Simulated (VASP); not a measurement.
# GaN (P6_3mc) in VASP: notebook

One crystal, GaN, is run at these levels: PBE; tasks: relaxation of cell and atoms.

Program: VASP 6.6.1. These are calculated values, not measurements. Logs are shortened: lines on timing, memory, paths and dates and some standing lists are left out, and cuts for length are marked.

### 1 The structure

It takes space group P6_3mc (No. 186, hexagonal). The conventional cell has a = 3.180 Å, b = 3.180 Å, c = 5.166 Å, α = 90.00°, β = 90.00°, γ = 120.00°. Ga (site symmetry 3m) is surrounded by 4 N at 1.94 to 1.95 Å. Around N (site symmetry 3m) lie 4 Ga at 1.94 to 1.95 Å.

### 2 Relaxation of cell and atoms, PBE

INCAR reads:

```
PREC = Accurate
ENCUT = 600
EDIFF = 1E-6
ISMEAR = 0
SIGMA = 0.03
LREAL = F
LASPH = T
NELM = 80
ALGO = Normal
ISIF = 3
LWAVE = F
LCHARG = F
GGA = PE
IBRION = 2
NSW = 90
EDIFFG = -0.01
KPAR = 2
```

KPOINTS reads:

```
regular mesh
0
Gamma
  12 12 5
```

POSCAR reads:

```
GaN
1.0
    3.1800000000      0.0000000000      0.0000000000
   -1.5900000000      2.7539607800      0.0000000000
    0.0000000000      0.0000000000      5.1660000000
Ga N
2 2
Direct
    0.3333333300      0.6666666700      0.0000000000
    0.6666666700      0.3333333300      0.5000000000
    0.3333333300      0.6666666700      0.3750000000
    0.6666666700      0.3333333300      0.8750000000
```

Potentials or basis: VASP PAW PBE potentials, release 64 (Ga_d, N).

Started as:

```console
cat potpaw_PBE.64/Ga_d/POTCAR potpaw_PBE.64/N/POTCAR > POTCAR
mpirun -np 2 vasp_std > vasp.out
```

OUTCAR:

```text
PREC = Accurate
   ENCUT = 600
   EDIFF = 1E-6
   ISMEAR = 0
   LREAL = F
   LASPH = T
   NELM = 80
   ISIF = 3
   GGA = PE
   IBRION = 2
   NSW = 90
   EDIFFG = -0.01

 ion  position               nearest neighbor table
   1  0.333  0.667  0.000-   3 1.94   4 1.95   4 1.95   4 1.95
   2  0.667  0.333  0.500-   4 1.94   3 1.95   3 1.95   3 1.95
   3  0.333  0.667  0.375-   1 1.94   2 1.95   2 1.95   2 1.95
   4  0.667  0.333  0.875-   2 1.94   1 1.95   1 1.95   1 1.95

  LATTYP: Found a hexagonal cell.
 ALAT       =     3.1800000000
 C/A-ratio  =     1.6245283019

  Lattice vectors:

 A1 = (   3.1800000000,   0.0000000000,   0.0000000000)
 A2 = (  -1.5900000000,   2.7539607800,   0.0000000000)
 A3 = (   0.0000000000,   0.0000000000,   5.1660000000)

Analysis of symmetry for initial positions (statically):
=====================================================================
 Subroutine PRICEL returns:
 Original cell was already a primitive cell.

 Routine SETGRP: Setting up the symmetry group for a
 hexagonal supercell.

 Subroutine GETGRP returns: Found 12 space group operations
 (whereof  6 operations were pure point group operations)
 out of a pool of 24 trial point group operations.

The static configuration has the point symmetry C_3v.
 The point group associated with its full space group is C_6v.

Analysis of symmetry for dynamics (positions and initial velocities):
=====================================================================
 Subroutine PRICEL returns:
 Original cell was already a primitive cell.

 Routine SETGRP: Setting up the symmetry group for a
 hexagonal supercell.

 Subroutine GETGRP returns: Found 12 space group operations
 (whereof  6 operations were pure point group operations)
 out of a pool of 24 trial point group operations.

The dynamic configuration has the point symmetry C_3v.
 The point group associated with its full space group is C_6v.

 Subroutine INISYM returns: Found 12 space group operations
 (whereof  6 operations are pure point group operations),
 and found     1 'primitive' translations

----------------------------------------------------------------------------------------

                                     Primitive cell

  volume of cell :      45.2417

  direct lattice vectors                    reciprocal lattice vectors
[... 95 lines left out ...]
   IBRION =      2    ionic relax: 0-MD 1-quasi-New 2-CG
   NFREE  =      1    steps in history (QN), initial steepest desc. (CG)
   ISIF   =      3    stress and relaxation
   ISYM   =      2    0-nonsym 1-usesym 2-fastsym
   POTIM  = 0.5000    time-step for ionic-motion
   TEBEG  =    0.0;   TEEND  =   0.0 temperature during run
   PSTRESS=    0.0 pullay stress
   NELECT =      36.0000    total number of electrons
   NUPDOWN=      -1.0000    fix difference up-down
   EMIN   =  10.00;   EMAX   =-10.00  energy-range for DOS
   EFERMI =   0.00;   METHOD = LEGACY
   ISMEAR =     0;   SIGMA  =   0.03  broadening in eV -4-tet -1-fermi 0-gaus
   EFERMI_NEDOS =   21; number of points for ismear=-14 and -15
   IALGO  =     38    algorithm
   IMIX   =      4    mixing-type and parameters
     AMIX     =   0.40;   BMIX     =  1.00
     AMIX_MAG =   1.60;   BMIX_MAG =  1.00
  volume/ion in A,a.u.               =      11.31        76.33
  Fermi-wavevector in a.u.,A,eV,Ry     =   1.517036  2.866782 31.312427  2.301398
  Thomas-Fermi vector in A             =   2.626345
   LORBIT       =      0    0 simple, 1 ext, 2 COOP (PROOUT), +10 PAW based schemes
   GGA     = PE    functional components
   LHFCALC =     F    Hartree Fock is set to
   AEXX    =    0.0000 exact exchange contribution
   IVDW    =     0    specifies the selected vdW correction
   LEPSILON=     F    determine dielectric tensor
   LRPA    =     F    only Hartree local field effects (RPA)
 conjugate gradient relaxation of ions
 non-spin polarized calculation
 Gauss-broadening in eV      SIGMA  =   0.03
  energy-cutoff  :      600.00
  volume of cell :       45.24
 maximum number of plane-waves:      1529
 NGX is ok and might be reduce to    28
   NGX = 13   NGY = 13   NGZ = 21

--------------------------------------- Ionic step        1  -------------------------------------------

 number of electron      35.9999995 magnetization

 Free energy of the ion-electron system (eV)
  ---------------------------------------------------
  ext. energy  EPLUGINS =         0.00000000
  ---------------------------------------------------
  free energy    TOTEN  =       -24.28804522 eV

  energy without entropy =      -24.28804522  energy(sigma->0) =      -24.28804522

------------------------ aborting loop because EDIFF is reached ----------------------------------------

  FORCE on cell =-STRESS in cart. coord.  units (eV):
  Direction    XX          YY          ZZ          XY          YZ          ZX
  --------------------------------------------------------------------------------------
  -------------------------------------------------------------------------------------
  Total        1.8205707      1.8205707      2.4334246      0.0000000      0.0000000     -0.0000000
  in kB       64.4731462     64.4731460     86.1765710      0.0000000      0.0000000     -0.0000000
  external PRESSURE =      71.7076211 kB  Pullay stress =       0.0000000 kB
[... 139 lines left out ...]
--------------------------------------- Ionic step        5  -------------------------------------------

 number of electron      36.0000002 magnetization

 Free energy of the ion-electron system (eV)
  ---------------------------------------------------
  ext. energy  EPLUGINS =         0.00000000
  ---------------------------------------------------
  free energy    TOTEN  =       -24.32829580 eV

  energy without entropy =      -24.32829580  energy(sigma->0) =      -24.32829580

 E-fermi :   5.1958     XC(G=0): -11.5190

 val. band max:        5.0178106573   @ k =   0.0000   0.0000   0.0000
 cond. band min:       6.7357143216   @ k =   0.0000   0.0000   0.0000
 fundamental gap:      1.7179036644
 Fermi energy:         5.1957532043

 k-point     1 :       0.0000    0.0000    0.0000
  band No.  band energies     occupation
      1     -10.7255      2.00000
      2      -9.8997      2.00000
      3      -8.4056      2.00000
      4      -8.3906      2.00000
      5      -8.3906      2.00000
      6      -8.3347      2.00000
[... 589 lines left out ...]
     21      11.9650      0.00000
     22      13.0427      0.00000

 [... further k-points ...]
[... 5 lines left out ...]
  --------------------------------------------------------------------------------------
  -------------------------------------------------------------------------------------
  Total        0.0276253      0.0276253      0.0264716      0.0000000     -0.0000000      0.0000000
  in kB        0.9417268      0.9417268      0.9024000      0.0000000     -0.0000000      0.0000000
  external PRESSURE =       0.9286179 kB  Pullay stress =       0.0000000 kB
[... 19 lines left out ...]
  FREE ENERGIE OF THE ION-ELECTRON SYSTEM (eV)
  ---------------------------------------------------
  free  energy   TOTEN  =       -24.3282957976 eV

  energy  without entropy=      -24.3282957976  energy(sigma->0) =      -24.32829580

 reached required accuracy - stopping structural energy minimisation
```

OSZICAR:

```text
N       E                     dE             d eps       ncg     rms          rms(c)
DAV:   1     0.295756942527E+03    0.29576E+03   -0.20202E+04  2624   0.334E+03
DAV:   2     0.988908858556E+01   -0.28587E+03   -0.27665E+03  2770   0.574E+02
[... 43 lines left out ...]
   4 F= -.24328269E+02 E0= -.24328269E+02  d E =-.402234E-01
       N       E                     dE             d eps       ncg     rms          rms(c)
DAV:   1    -0.243283382070E+02   -0.68717E-04   -0.39645E-03  2652   0.516E-01    0.443E-02
DAV:   2    -0.243283130976E+02    0.25109E-04   -0.14273E-04  3624   0.174E-01    0.260E-02
DAV:   3    -0.243282950839E+02    0.18014E-04   -0.25114E-05  3404   0.783E-02    0.245E-03
DAV:   4    -0.243282957976E+02   -0.71372E-06   -0.79651E-06  2564   0.286E-02
   5 F= -.24328296E+02 E0= -.24328296E+02  d E =-.271696E-04
```

CONTCAR:

```text
GaN
   1.00000000000000
     3.2171485807625220   -0.0000000000000000   -0.0000000000000000
    -1.6085742903812610    2.7861323945133680    0.0000000000000000
     0.0000000000000000    0.0000000000000000    5.2434746843774631
  Ga              N
     2     2
Direct
     0.3333333300000021    0.6666666699999979    0.9992400822177258
     0.6666666699999979    0.3333333300000021    0.4992400822177258
     0.3333333300000021    0.6666666699999979    0.3757599177822742
     0.6666666699999979    0.3333333300000021    0.8757599177822742

  0.00000000E+00  0.00000000E+00  0.00000000E+00
  0.00000000E+00  0.00000000E+00  0.00000000E+00
  0.00000000E+00  0.00000000E+00  0.00000000E+00
  0.00000000E+00  0.00000000E+00  0.00000000E+00
```

Run time: 2.1 min. Hardware: 2 MPI ranks of Intel Xeon Platinum 8259CL at 2.50GHz (Skylake/Cascade Lake), shared host; peak memory 0.21 GiB.

Results:

| Quantity | Value |
| --- | --- |
| Free energy | -24.3283 eV |
| Relaxed volume | 11.75 Å³/atom |
| Relaxed cell | a = 3.217 Å, b = 3.217 Å, c = 5.243 Å, α = 90.00°, β = 90.00°, γ = 120.00° |
| Space group after relaxing (to 0.05 Å) | P6_3mc (No. 186) |
| Energy gained by relaxing | 10.1 meV/atom |
| Ionic steps | 5 |
| Pressure after relaxing | 0.1 GPa |
| Largest force after relaxing | 0.007 eV/Å |
| Band gap on the k mesh | 1.72 eV, direct |

Forces in eV/Å, atoms in the order of the input:
```
Ga   0.000  0.000 -0.007
Ga   0.000  0.000 -0.007
N    0.000  0.000  0.007
N    0.000  0.000  0.007
```

Step by step:
| step | energy change (eV) | largest force (eV/Å) | pressure (GPa) | volume (Å³) |
| --- | --- | --- | --- | --- |
| 1 | 0.0000 | 0.1346 | 7.17 | 45.24 |
| 2 | -0.0118 | 0.0620 | -5.27 | 48.64 |
| 3 | -0.0402 | 0.0105 | -0.03 | 47.03 |
| 4 | -0.0402 | 0.0127 | 0.13 | 47.00 |
| 5 | -0.0403 | 0.0073 | 0.09 | 47.00 |

Final structure:
```xyz
4
Lattice="3.2171 0.0000 0.0000 -1.6086 2.7861 0.0000 0.0000 0.0000 5.2435" Properties=species:S:1:pos:R:3 pbc="T T T"
Ga    0.0000    1.8574    5.2395
Ga    1.6086    0.9287    2.6178
N     0.0000    1.8574    1.9703
N     1.6086    0.9287    4.5920
```

PBE usually gives volumes a little too large and moduli too small. Zero-point motion and thermal expansion aren't in these numbers.

### 3 Relaxation of cell and atoms, PBE

This run uses another cell than the first one, of 11.75 Å³/atom, 1.039 times its volume.

Edit INCAR of step 2 so:

```diff
@@ -2,3 +2,3 @@
 ENCUT = 600
-EDIFF = 1E-6
+EDIFF = 1E-7
 ISMEAR = 0
@@ -15,3 +15,3 @@
 NSW = 90
-EDIFFG = -0.01
+EDIFFG = -0.005
 KPAR = 2
```

KPOINTS is that of step 2.

POSCAR reads:

```
GaN                                     
1.0
    3.2171485808     -0.0000000000     -0.0000000000
   -1.6085742904      2.7861323945      0.0000000000
    0.0000000000      0.0000000000      5.2434746844
  Ga              N             
     2     2
Direct
     0.3333333300000021    0.6666666699999979    0.9992400822177258
     0.6666666699999979    0.3333333300000021    0.4992400822177258
     0.3333333300000021    0.6666666699999979    0.3757599177822742
     0.6666666699999979    0.3333333300000021    0.8757599177822742
```

Potentials or basis: VASP PAW PBE potentials, release 64 (Ga_d, N).

Started as:

```console
cat potpaw_PBE.64/Ga_d/POTCAR potpaw_PBE.64/N/POTCAR > POTCAR
mpirun -np 2 vasp_std > vasp.out
```

Wall time 93 s (2 MPI ranks of Intel Xeon Platinum 8259CL at 2.50GHz (Skylake/Cascade Lake), shared host); peak memory 0.22 GiB.

Results (log left out):

```yaml
Free_energy: -24.3308 eV
Relaxed_volume: 11.76 Å³/atom
Relaxed_cell: a = 3.218 Å, b = 3.218 Å, c = 5.244 Å, α = 90.00°, β = 90.00°, γ = 120.00°
Space_group_after_relaxing_to_0.05_Å: P6_3mc (No. 186)
Energy_gained_by_relaxing: 0.0 meV/atom
Ionic_steps: 3
Pressure_after_relaxing: 0.0 GPa
Band_gap_on_the_k_mesh: 1.72 eV, direct
```

Forces in eV/Å, atoms in the order of the input:
```
Ga   0.000  0.000 -0.002
Ga   0.000  0.000 -0.002
N    0.000  0.000  0.002
N    0.000  0.000  0.002
```

Final structure:
```xyz
4
Lattice="3.2177 0.0000 0.0000 -1.6089 2.7866 0.0000 0.0000 0.0000 5.2441" Properties=species:S:1:pos:R:3 pbc="T T T"
Ga    0.0000    1.8578    5.2398
Ga    1.6089    0.9289    2.6178
N     0.0000    1.8578    1.9708
N     1.6089    0.9289    4.5928
```

Levels at points of the mesh, in eV from the valence-band top:
| k point | band 15 | band 16 | band 17 | band 18 | band 19 | band 20 | band 21 | band 22 |
| --- | --- | --- | --- | --- | --- | --- | --- | --- |
| (0.00, 0.00, 0.00) | -1.00 | -0.04 | 0.00 | 0.00 | 1.72 | 4.07 | 9.02 | 9.73 |
| (0.50, 0.00, 0.00) | -4.07 | -2.64 | -2.12 | -0.96 | 4.98 | 5.37 | 5.98 | 8.35 |

### 4 Relaxation of cell and atoms, PBE

INCAR reads:

```
PREC = Accurate
ENCUT = 600
EDIFF = 1E-6
ISMEAR = 0
SIGMA = 0.03
LREAL = False
LASPH = True
NELM = 80
ALGO = Normal
ISIF = 3
LWAVE = False
LCHARG = False
GGA = PE
IBRION = 2
NSW = 90
EDIFFG = -0.01
KPAR = 2
```

KPOINTS is that of step 3.

POSCAR reads:

```
GaN
1.0
    3.1800000000      0.0000000000      0.0000000000
   -1.5900000000      2.7539607800      0.0000000000
    0.0000000000      0.0000000000      5.1660000000
Ga N
2 2
Direct
    0.3333333300      0.6666666700      0.0000000000
    0.6666666700      0.3333333300      0.5000000000
    0.3333333300      0.6666666700      0.3750000000
    0.6666666700      0.3333333300      0.8750000000
```

Started as:

```console
cat potpaw_PBE.64/Ga_d/POTCAR potpaw_PBE.64/N/POTCAR > POTCAR
mpirun -np 2 vasp_std > vasp.out
```

Run time: 71 s. Hardware: 2 MPI ranks of AMD EPYC 9R45 (Zen 5), shared host; peak memory 0.2 GiB.

Results (log left out):

```yaml
Free_energy: -24.3283 eV
Relaxed_volume: 11.75 Å³/atom
Relaxed_cell: a = 3.217 Å, b = 3.217 Å, c = 5.243 Å, α = 90.00°, β = 90.00°, γ = 120.00°
Space_group_after_relaxing_to_0.05_Å: P6_3mc (No. 186)
Energy_gained_by_relaxing: 10.1 meV/atom
Ionic_steps: 5
Pressure_after_relaxing: 0.1 GPa
Largest_force_after_relaxing: 0.007 eV/Å
Band_gap_on_the_k_mesh: 1.72 eV, direct
```

Forces in eV/Å, atoms in the order of the input:
```
Ga   0.000  0.000 -0.007
Ga   0.000  0.000 -0.007
N    0.000  0.000  0.007
N    0.000  0.000  0.007
```

The path:
| step | energy change (eV) | largest force (eV/Å) | pressure (GPa) | volume (Å³) |
| --- | --- | --- | --- | --- |
| 1 | 0.0000 | 0.1346 | 7.17 | 45.24 |
| 2 | -0.0118 | 0.0620 | -5.27 | 48.64 |
| 3 | -0.0402 | 0.0105 | -0.03 | 47.03 |
| 4 | -0.0402 | 0.0127 | 0.13 | 47.00 |
| 5 | -0.0403 | 0.0073 | 0.09 | 47.00 |

Final structure:
```xyz
4
Lattice="3.2171 0.0000 0.0000 -1.6086 2.7861 0.0000 0.0000 0.0000 5.2435" Properties=species:S:1:pos:R:3 pbc="T T T"
Ga    0.0000    1.8574    5.2395
Ga    1.6086    0.9287    2.6178
N     0.0000    1.8574    1.9703
N     1.6086    0.9287    4.5920
```

Levels at points of the mesh, in eV from the valence-band top:
| k point | band 15 | band 16 | band 17 | band 18 | band 19 | band 20 | band 21 | band 22 |
| --- | --- | --- | --- | --- | --- | --- | --- | --- |
| (0.00, 0.00, 0.00) | -1.00 | -0.04 | 0.00 | 0.00 | 1.72 | 4.07 | 9.02 | 9.73 |
| (0.50, 0.00, 0.00) | -4.07 | -2.64 | -2.12 | -0.96 | 4.99 | 5.38 | 5.97 | 8.35 |

A hybrid or GW would open this gap; PBE tends to underestimate it. PBE usually gives volumes a little too large and moduli too small.

### 5 Relaxation of cell and atoms, PBE

This run uses another cell than the first one, of 11.75 Å³/atom, 1.039 times its volume.

Edit INCAR of step 4 so:

```diff
@@ -2,3 +2,3 @@
 ENCUT = 600
-EDIFF = 1E-6
+EDIFF = 1E-7
 ISMEAR = 0
@@ -15,3 +15,3 @@
 NSW = 90
-EDIFFG = -0.01
+EDIFFG = -0.005
 KPAR = 2
```

KPOINTS is that of step 4.

POSCAR reads:

```
GaN                                     
1.0
    3.2171485810      0.0000000000      0.0000000000
   -1.6085742905      2.7861323947      0.0000000000
   -0.0000000000      0.0000000000      5.2434746842
  Ga              N             
     2     2
Direct
     0.3333333300000021    0.6666666699999979    0.9992400822091944
     0.6666666699999979    0.3333333300000021    0.4992400822091944
     0.3333333300000021    0.6666666699999979    0.3757599177908056
     0.6666666699999979    0.3333333300000021    0.8757599177908056
```

Started as:

```console
cat potpaw_PBE.64/Ga_d/POTCAR potpaw_PBE.64/N/POTCAR > POTCAR
mpirun -np 2 vasp_std > vasp.out
```

Run time: 43 s. Hardware: 2 MPI ranks of AMD EPYC 9R45 (Zen 5), shared host; peak memory 0.2 GiB.

Results (log left out):

| Property | Result |
| --- | --- |
| Free energy | -24.3308 eV |
| Relaxed volume | 11.76 Å³/atom |
| Relaxed cell | a = 3.218 Å, b = 3.218 Å, c = 5.244 Å, α = 90.00°, β = 90.00°, γ = 120.00° |
| Space group after relaxing (to 0.05 Å) | P6_3mc (No. 186) |
| Energy gained by relaxing | 0.0 meV/atom |
| Ionic steps | 3 |
| Pressure after relaxing | 0.0 GPa |
| Band gap on the k mesh | 1.72 eV, direct |

Forces on the atoms (eV/Å):
```
Ga   0.000  0.000 -0.002
Ga   0.000  0.000 -0.002
N    0.000  0.000  0.002
N    0.000  0.000  0.002
```

Final structure:
```yaml
crystal:
  lattice:
    - [3.21773, 0.00000, 0.00000]
    - [-1.60886, 2.78663, 0.00000]
    - [0.00000, 0.00000, 5.24405]
  atoms:
    - { symbol: Ga, position: [0.33333, 0.66667, 0.99919] }
    - { symbol: Ga, position: [0.66667, 0.33333, 0.49919] }
    - { symbol: N, position: [0.33333, 0.66667, 0.37581] }
    - { symbol: N, position: [0.66667, 0.33333, 0.87581] }
```

Levels at points of the mesh, in eV from the valence-band top:
```tsv
k point	band 15	band 16	band 17	band 18	band 19	band 20	band 21	band 22
(0.00, 0.00, 0.00)	-1.00	-0.04	0.00	0.00	1.72	4.07	9.02	9.73
(0.50, 0.00, 0.00)	-4.07	-2.64	-2.12	-0.96	4.98	5.37	5.98	8.35
```
